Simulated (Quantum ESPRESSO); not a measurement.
# WC (Fm-3m) in Quantum ESPRESSO: settings compared

One crystal, WC, is run at these levels: revPBE, RPBE, vdW-DF-cx, PBE+U; tasks: phonons, Hubbard U by linear response.

Program: Quantum ESPRESSO 7.5. These are calculated values, not measurements. Logs are shortened: lines on timing, memory, paths and dates and some standing lists are left out, and cuts for length are marked.

### Step 1. The structure

The structure is cubic, space group Fm-3m (No. 225). The conventional cell has a = 4.385 Å, b = 4.385 Å, c = 4.385 Å, α = 90.00°, β = 90.00°, γ = 90.00°. W (site symmetry m-3m) has 6 C at 2.19 Å as nearest neighbours. Around C (site symmetry m-3m) lie 6 W at 2.19 Å.

Measurements of this composition are mostly on another form, of space group No. 187.

### Step 2. Phonons, revPBE

Contents of pw.in:

```
&CONTROL
  calculation = 'scf'
  prefix = 'pwscf'
  outdir = './tmp'
  pseudo_dir = './pseudo'
  tprnfor = .true.
  tstress = .true.
  disk_io = 'low'
/
&SYSTEM
  ibrav = 0
  nat = 2
  ntyp = 2
  ecutwfc = 56
  ecutrho = 448
  nbnd = 15
  input_dft = 'revpbe'
  occupations = 'smearing'
  smearing = 'mv'
  degauss = 0.01469973
/
&ELECTRONS
  conv_thr = 4d-10
  electron_maxstep = 120
  mixing_beta = 0.5
/
ATOMIC_SPECIES
W    183.8400 w_pbe_v1.2.uspp.F.UPF
C     12.0110 c_pbe_v1.2.uspp.F.UPF
CELL_PARAMETERS angstrom
   0.0000000000    2.1926840000    2.1926840000
   2.1926840000    0.0000000000    2.1926840000
   2.1926840000    2.1926840000    0.0000000000
ATOMIC_POSITIONS angstrom
W      0.0000000000    0.0000000000    0.0000000000
C      2.1926840000    2.1926840000    2.1926840000
K_POINTS automatic
10 10 10 0 0 0
```

Contents of relax.in:

```
&CONTROL
  calculation = 'vc-relax'
  prefix = 'pwscf'
  outdir = './tmp'
  pseudo_dir = './pseudo'
  tprnfor = .true.
  tstress = .true.
  disk_io = 'low'
  nstep = 40
  forc_conv_thr = 0.0001
  etot_conv_thr = 1d-06
/
&SYSTEM
  ibrav = 0
  nat = 2
  ntyp = 2
  ecutwfc = 56
  ecutrho = 448
  nbnd = 15
  input_dft = 'revpbe'
  occupations = 'smearing'
  smearing = 'mv'
  degauss = 0.01469973
/
&ELECTRONS
  conv_thr = 4d-10
  electron_maxstep = 120
  mixing_beta = 0.5
/
&IONS
  ion_dynamics = 'bfgs'
/
&CELL
  cell_dynamics = 'bfgs'
  press = 0
  press_conv_thr = 0.2
/
ATOMIC_SPECIES
W    183.8400 w_pbe_v1.2.uspp.F.UPF
C     12.0110 c_pbe_v1.2.uspp.F.UPF
CELL_PARAMETERS angstrom
   0.0000000000    2.1926840000    2.1926840000
   2.1926840000    0.0000000000    2.1926840000
   2.1926840000    2.1926840000    0.0000000000
ATOMIC_POSITIONS angstrom
W      0.0000000000    0.0000000000    0.0000000000
C      2.1926840000    2.1926840000    2.1926840000
K_POINTS automatic
10 10 10 0 0 0
```

Contents of scf2.in:

```
&CONTROL
  calculation = 'scf'
  prefix = 'pwscf'
  outdir = './tmp'
  pseudo_dir = './pseudo'
  tprnfor = .true.
  tstress = .true.
  disk_io = 'low'
/
&SYSTEM
  ibrav = 0
  nat = 2
  ntyp = 2
  ecutwfc = 56
  ecutrho = 448
  nbnd = 15
  input_dft = 'revpbe'
  occupations = 'smearing'
  smearing = 'mv'
  degauss = 0.01469973
/
&ELECTRONS
  conv_thr = 1d-13
  electron_maxstep = 120
  mixing_beta = 0.5
  startingpot = 'file'
  startingwfc = 'file'
/
ATOMIC_SPECIES
W    183.8400 w_pbe_v1.2.uspp.F.UPF
C     12.0110 c_pbe_v1.2.uspp.F.UPF
CELL_PARAMETERS angstrom
   0.0000000000    2.1954168978    2.1954168978
   2.1954168978    0.0000000000    2.1954168978
   2.1954168978    2.1954168978    0.0000000000
ATOMIC_POSITIONS angstrom
W      0.0000000000    0.0000000000    0.0000000000
C      2.1954168978    2.1954168978    2.1954168978
K_POINTS automatic
10 10 10 0 0 0
```

Contents of ph.in:

```
phonons of WC
&INPUTPH
  prefix = 'pwscf'
  outdir = './tmp'
  tr2_ph = 1d-18
  fildyn = 'dyn'
  niter_ph = 90
  alpha_mix(1) = 0.4
/
0.0000000000 0.0000000000 0.0000000000
```

Contents of dynmat.in:

```
&INPUT
  fildyn = 'dyn'
  asr = 'crystal'
  filout = 'dynmat.disp'
  fileig = 'dynmat.eig'
/
```

Potentials or basis: GBRV 1.5 PBE.

Started as:

```sh
$ OMP_NUM_THREADS=1 mpirun -n 4 pw.x -nk 4 -in pw.in > pw.out
$ OMP_NUM_THREADS=1 mpirun -n 4 pw.x -nk 4 -in relax.in > relax.out
$ OMP_NUM_THREADS=1 mpirun -n 4 pw.x -nk 4 -in scf2.in > scf2.out
$ OMP_NUM_THREADS=1 mpirun -n 4 ph.x -nk 4 -in ph.in > ph.out
$ OMP_NUM_THREADS=1 mpirun -n 1 dynmat.x -in dynmat.in > dynmat.out
```

pw.out:

```text
This program is part of the open-source Quantum ESPRESSO suite
     for quantum simulation of materials; please cite
         "P. Giannozzi et al., J. Phys.:Condens. Matter 21 395502 (2009);
         "P. Giannozzi et al., J. Phys.:Condens. Matter 29 465901 (2017);
         "P. Giannozzi et al., J. Chem. Phys. 152 154105 (2020);
     in publications or presentations arising from this work. More details at

     IMPORTANT: XC functional enforced from input :
     Exchange-correlation= REVPBE
                           (   1   4   4   4   0   0   0)
     Any further DFT definition will be discarded
     Please, verify this is what you really want

     Message from routine setup:
     using ibrav=0 with symmetry is DISCOURAGED, use correct ibrav instead

     K-points division:     npool     =       4
     Subspace diagonalization in iterative solution of the eigenvalue problem:
     a serial algorithm will be used

     G-vector sticks info
     --------------------
     sticks:   dense  smooth     PW     G-vecs:    dense   smooth      PW
     Sum        1069     517    163                22899     7991    1459

     Using Slab Decomposition

     bravais-lattice index     =            0
     lattice parameter (alat)  =       5.8599  a.u.
     unit-cell volume          =     142.2836 (a.u.)^3
     number of atoms/cell      =            2
     number of atomic types    =            2
     number of electrons       =        18.00
     number of Kohn-Sham states=           15
     kinetic-energy cutoff     =      56.0000  Ry
     charge density cutoff     =     448.0000  Ry
     scf convergence threshold =      4.0E-10
     mixing beta               =       0.5000
     number of iterations used =            8  plain     mixing
     Exchange-correlation= REVPBE
                           (   1   4   4   4   0   0   0)

     celldm(1)=   5.859896  celldm(2)=   0.000000  celldm(3)=   0.000000
     celldm(4)=   0.000000  celldm(5)=   0.000000  celldm(6)=   0.000000

     crystal axes: (cart. coord. in units of alat)
               a(1) = (   0.000000   0.707107   0.707107 )
               a(2) = (   0.707107   0.000000   0.707107 )
               a(3) = (   0.707107   0.707107   0.000000 )

     reciprocal axes: (cart. coord. in units 2 pi/alat)
               b(1) = ( -0.707107  0.707107  0.707107 )
               b(2) = (  0.707107 -0.707107  0.707107 )
               b(3) = (  0.707107  0.707107 -0.707107 )

     PseudoPot. # 1 for W  read from file:
     w_pbe_v1.2.uspp.F.UPF
     Pseudo is Ultrasoft + core correction, Zval = 14.0
     Generated by new atomic code, or converted to UPF format
     Using radial grid of  923 points,  8 beta functions with:
                l(1) =   0
                l(2) =   0
                l(3) =   0
                l(4) =   1
                l(5) =   1
                l(6) =   2
                l(7) =   2
                l(8) =   3
     Q(r) pseudized with  6 coefficients,  rinner =    1.350   1.350   1.350
                                                       1.350   1.350   1.350
                                                       1.350

     PseudoPot. # 2 for C  read from file:
     c_pbe_v1.2.uspp.F.UPF
     Pseudo is Ultrasoft + core correction, Zval =  4.0
     Generated by new atomic code, or converted to UPF format
     Using radial grid of  721 points,  4 beta functions with:
                l(1) =   0
                l(2) =   0
                l(3) =   1
                l(4) =   1
     Q(r) pseudized with  8 coefficients,  rinner =    1.100   1.100   1.100

     atomic species   valence    mass     pseudopotential
     W                14.00   183.84000     W ( 1.00)
     C                 4.00    12.01100     C ( 1.00)

     48 Sym. Ops., with inversion, found

   Cartesian axes

     site n.     atom                  positions (alat units)
         1        W      tau(   1) = (   0.0000000   0.0000000   0.0000000  )
         2        C      tau(   2) = (   0.7071068   0.7071068   0.7071068  )

     number of k points=    47  Marzari-Vanderbilt smearing, width (Ry)=  0.0147
                       cart. coord. in units 2pi/alat
        k(    1) = (   0.0000000   0.0000000   0.0000000), wk =   0.0020000
        k(    2) = (   0.0707107   0.0707107  -0.0707107), wk =   0.0160000
        k(    3) = (   0.1414214   0.1414214  -0.1414214), wk =   0.0160000
        k(    4) = (   0.2121320   0.2121320  -0.2121320), wk =   0.0160000
        k(    5) = (   0.2828427   0.2828427  -0.2828427), wk =   0.0160000
        k(    6) = (  -0.3535534  -0.3535534   0.3535534), wk =   0.0080000
[... 39 lines left out ...]
        k(   46) = (  -0.0707107  -0.3535534   0.6363961), wk =   0.0480000
        k(   47) = (  -0.7071068   0.2828427   0.0000000), wk =   0.0240000

     Dense  grid:    22899 G-vectors     FFT dimensions: (  40,  40,  40)

     Smooth grid:     7991 G-vectors     FFT dimensions: (  27,  27,  27)

     Initial potential from superposition of free atoms

     starting charge      17.8996, renormalised to      18.0000

     negative rho (up, down):  6.189E-02 0.000E+00
     Starting wfcs are   17 randomized atomic wfcs

     Self-consistent Calculation

     iteration #  1     ecut=    56.00 Ry     beta= 0.50
     Davidson diagonalization with overlap
     ethr =  1.00E-02,  avg # of iterations =  2.8

     negative rho (up, down):  6.308E-02 0.000E+00

     total energy              =    -170.40050801 Ry
     estimated scf accuracy    <       0.58944627 Ry

     iteration #  2     ecut=    56.00 Ry     beta= 0.50
     Davidson diagonalization with overlap
     ethr =  3.27E-03,  avg # of iterations =  2.1

     negative rho (up, down):  6.477E-02 0.000E+00

     total energy              =    -170.56849896 Ry
     estimated scf accuracy    <       0.30671102 Ry
[... 55 lines left out ...]
     iteration #  9     ecut=    56.00 Ry     beta= 0.50
     Davidson diagonalization with overlap
     ethr =  1.97E-10,  avg # of iterations =  1.1

     negative rho (up, down):  6.656E-02 0.000E+00

     total energy              =    -170.62427569 Ry
     estimated scf accuracy    <          2.2E-09 Ry

     iteration # 10     ecut=    56.00 Ry     beta= 0.50
     Davidson diagonalization with overlap
     ethr =  1.20E-11,  avg # of iterations =  2.0

     negative rho (up, down):  6.656E-02 0.000E+00

     End of self-consistent calculation

          k = 0.0000 0.0000 0.0000 (   965 PWs)   bands (ev):

   -53.6271 -17.6071 -17.6071 -17.6071   6.0589  19.1419  19.1419  19.1419
    20.8008  20.8008  20.8008  20.9287  20.9287  28.3445  31.5573

          k = 0.0707 0.0707-0.0707 (   980 PWs)   bands (ev):

   -53.6237 -17.6649 -17.6133 -17.6133   6.3370  18.2225  18.6743  18.6743
    19.7534  19.7534  21.1685  22.9881  22.9881  28.8606  32.1970

          k = 0.1414 0.1414-0.1414 (   989 PWs)   bands (ev):

   -53.6146 -17.8138 -17.6296 -17.6296   7.1236  16.5523  17.2868  17.2868
    20.3477  20.3477  21.6372  25.3363  25.3363  29.9026  33.5962

          k = 0.2121 0.2121-0.2121 (   995 PWs)   bands (ev):

   -53.6033 -17.9930 -17.6495 -17.6495   8.2906  14.7991  16.1930  16.1930
    21.3785  21.3785  22.2795  27.6855  27.6855  29.9566  34.3715
[... 118 lines left out ...]
   -53.5831 -18.0829 -17.7941 -17.7941   8.3548  15.4619  16.3436  19.0757
    19.0757  22.5371  24.3505  24.3505  28.3167  29.3404  33.9607

          k =-0.0707-0.6364 0.6364 (  1005 PWs)   bands (ev):

   -53.5796 -18.1047 -17.8318 -17.8003   8.4526  15.8722  16.0926  18.5871
    19.3230  23.5447  24.1921  24.2331  27.6837  29.5384  33.6466

          k = 0.0000-0.5657 0.5657 (  1015 PWs)   bands (ev):

   -53.5789 -18.0708 -17.9018 -17.7811   8.8169  15.3789  16.0210  17.5131
    19.7314  23.6071  24.3449  25.6432  26.9764  30.9070  33.4596

          k =-0.7071 0.0000 0.0000 (   998 PWs)   bands (ev):

   -53.5784 -18.1290 -17.8137 -17.8137   8.2844  16.1270  16.2537  19.3574
    19.3574  22.7405  24.1537  24.1537  27.3247  29.1448  33.6712

          k = 0.2828 0.1414 0.0000 (  1000 PWs)   bands (ev):

   -53.6073 -17.8637 -17.7026 -17.6486   7.6762  15.3594  17.0093  17.2422
    19.5781  21.8406  23.0919  23.8817  27.1230  31.1426  34.6671

          k = 0.3536 0.2121-0.0707 (  1008 PWs)   bands (ev):

   -53.5974 -17.9882 -17.7479 -17.6688   8.6165  14.3452  16.1487  16.5305
    20.3348  22.6697  23.5454  25.3474  28.7400  31.2129  34.4371

          k =-0.2828-0.4243 0.5657 (  1014 PWs)   bands (ev):

   -53.5895 -18.0921 -17.7713 -17.6930   9.5776  13.4028  15.6771  16.0126
    21.3147  23.0474  23.8400  27.1626  28.9268  30.9102  34.0015

          k =-0.2121-0.3536 0.4950 (  1012 PWs)   bands (ev):

   -53.5864 -18.1320 -17.7775 -17.7044  10.0612  12.9324  15.6235  15.7462
    22.2760  22.5978  23.9019  28.2054  29.1116  30.0754  34.0170
[... 28 lines left out ...]
   -53.5826 -18.0705 -17.8238 -17.7877   8.6421  15.2559  16.0930  17.6501
    19.8099  23.5858  24.3359  24.3482  28.3423  30.2319  33.5384

          k =-0.0707-0.4950 0.6364 (  1011 PWs)   bands (ev):

   -53.5796 -18.0597 -17.8897 -17.7920   8.9324  15.3080  15.9164  16.8684
    20.4762  23.5032  24.2000  25.3707  27.3671  31.4646  33.4969

          k = 0.0000-0.4243 0.5657 (  1008 PWs)   bands (ev):

   -53.5800 -17.9953 -17.9745 -17.7657   9.3203  14.5805  15.8432  16.3983
    21.2434  22.8019  24.3414  26.2351  27.4034  32.8990  33.7105

          k =-0.7071 0.1414 0.0000 (  1004 PWs)   bands (ev):

   -53.5784 -18.0995 -17.8444 -17.8159   8.5538  15.9541  16.1239  17.6793
    20.0339  23.9589  24.0689  24.1570  27.2151  30.1940  33.5992

          k =-0.1414-0.4243 0.7071 (  1025 PWs)   bands (ev):

   -53.5815 -18.0337 -17.9010 -17.7735   9.2389  14.6470  15.8298  16.3251
    21.3440  22.9819  24.3134  25.3238  28.0931  32.4912  33.4948

          k =-0.0707-0.3536 0.6364 (  1012 PWs)   bands (ev):

   -53.5796 -18.0078 -17.9449 -17.7915   9.3041  14.8055  15.8061  16.1896
    22.1049  22.2677  24.1777  26.0892  27.0460  33.5381  33.7173

          k =-0.7071 0.2828 0.0000 (  1020 PWs)   bands (ev):

   -53.5784 -18.0216 -17.9241 -17.8194   9.0829  15.7901  15.8484  15.8830
    21.5418  23.0812  24.1622  25.1878  26.8559  32.9123  34.0153

     the Fermi energy is    21.9257 ev

!    total energy              =    -170.62427569 Ry
     estimated scf accuracy    <          2.8E-10 Ry
     smearing contrib. (-TS)   =      -0.00015248 Ry
     internal energy E=F+TS    =    -170.62412320 Ry

     The total energy is F=E-TS. E is the sum of the following terms:
     one-electron contribution =     -10.45307766 Ry
     hartree contribution      =      16.80095428 Ry
     xc contribution           =     -44.95537504 Ry
     ewald contribution        =    -132.01662479 Ry

     convergence has been achieved in  10 iterations

     negative rho (up, down):  6.656E-02 0.000E+00

     Forces acting on atoms (cartesian axes, Ry/au):

     atom    1 type  1   force =    -0.00000000    0.00000000    0.00000000
     atom    2 type  2   force =     0.00000000   -0.00000000   -0.00000000

     Total force =     0.000000     Total SCF correction =     0.000000

     Computing stress (Cartesian axis) and pressure

     negative rho (up, down):  6.656E-02 0.000E+00
          total   stress  (Ry/bohr**3)                   (kbar)     P=       13.61
   0.00009250   0.00000000   0.00000000           13.61        0.00        0.00
   0.00000000   0.00009250   0.00000000            0.00       13.61        0.00
   0.00000000   0.00000000   0.00009250            0.00        0.00       13.61

=------------------------------------------------------------------------------=
   JOB DONE.
=------------------------------------------------------------------------------=
```

Wall time 83 s (4 MPI ranks of Arm Neoverse V2, shared host); peak memory 0.52 GiB.

What came out:

| Item | Value |
| --- | --- |
| Free energy | -2321.4619 eV |
| Relaxed volume | 10.58 Å³/atom |
| Relaxed cell | a = 3.105 Å, b = 3.105 Å, c = 3.105 Å, α = 60.00°, β = 60.00°, γ = 60.00° |
| Space group after relaxing (to 0.05 Å) | Fm-3m (No. 225) |
| Pressure after relaxing | 0.0 GPa |
| Band gap on the k mesh | none (metal or under the smearing width) |
| Highest phonon frequency at Γ | 420 cm⁻¹ |

The path:
```
step  energy change (eV)  largest force (eV/Å)  pressure (GPa)  volume (Å³)
   1              0.0000                0.0000            1.36        21.08
   2             -0.0001                0.0000           -1.14        21.23
   3             -0.0003                0.0000           -0.01        21.16
   4             -0.0003                0.0000            0.01        21.16
```

Final structure:
```yaml
crystal:
  lattice:
    - [0.00000, 2.19542, 2.19542]
    - [2.19542, 0.00000, 2.19542]
    - [2.19542, 2.19542, 0.00000]
  atoms:
    - { symbol: W, position: [0.00000, 0.00000, 0.00000] }
    - { symbol: C, position: [0.50000, 0.50000, 0.50000] }
```

Levels at points of the mesh, in eV from the Fermi level:
| k point | band 5 | band 6 | band 7 | band 8 | band 9 | band 10 | band 11 | band 12 | band 13 | band 14 |
| --- | --- | --- | --- | --- | --- | --- | --- | --- | --- | --- |
| (0.00, 0.00, 0.00) | -15.83 | -2.77 | -2.77 | -2.77 | -1.12 | -1.12 | -1.12 | -0.99 | -0.99 | 6.38 |
| (0.00, 0.00, -0.50) | -11.27 | -9.81 | -6.60 | -6.60 | 1.00 | 1.00 | 2.26 | 4.87 | 8.66 | 8.66 |
| (0.00, -0.50, -0.50) | -13.61 | -5.77 | -5.66 | -2.56 | -2.56 | 0.81 | 2.21 | 2.21 | 5.36 | 7.17 |

Phonon frequencies in cm⁻¹ (negative: imaginary):
| q point | frequencies |
| --- | --- |
| (0.000, 0.000, 0.000) | -1 -1 -1 420 420 420 |

Optical modes at Γ, degenerate ones joined:
| cm⁻¹ | components | symmetry | active in |
| --- | --- | --- | --- |
| 420 | 3 | T1u | IR |

Caveat: the potentials were made for another functional, which shifts forces and pressure. Spin-orbit coupling is left out, which matters for the levels of W.

[end of part 1 of 3]
